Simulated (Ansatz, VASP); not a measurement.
## One calculation of Sn2Ge, two programs

```
Sn Ge
1.0
     4.50483    0.00000    0.00000
    -2.25241    3.90129    0.00000
     0.00000    0.00000   11.02126
Sn Ge
4 2
Direct
  0.00000 0.00000 0.36885
  0.33333 0.66667 0.04977
  0.66667 0.33333 0.95023
  0.00000 0.00000 0.63115
  0.66667 0.33333 0.70659
  0.33333 0.66667 0.29341
```

Alike in both runs: functional PBE; k mesh 6 × 6 × 2; occupations gaussian, width 0.1 eV; no spin polarisation.

Ansatz relaxed the structure, and its values are those at the end. VASP's run is a single point on that final structure, the one shown.

|  | VASP | Ansatz |
| --- | --- | --- |
| version | VASP 6.6.1 | Ansatz 0.2.0 |
| potentials or method | VASP PAW PBE potentials, release 64 (Sn_d, Ge_d) | scalar-relativistic, plane waves, PAW |
| plane-wave cutoff (eV) | 520 | 420 |
| valence electrons in the cell | 84 | 84 |

Ansatz gave:

```
gap on the k mesh at the Fermi level (eV) : none
pressure (GPa)                            : 0.2
rms of the force components (eV/Å)        : 0.007
```

Question: What did VASP give for the same quantities?

Answer: gap on the k mesh at the Fermi level (eV): none; pressure (GPa): 0.1; rms of the force components (eV/Å): 0.006.

A gap of «none» marks a metal or a gap that the smearing closes.
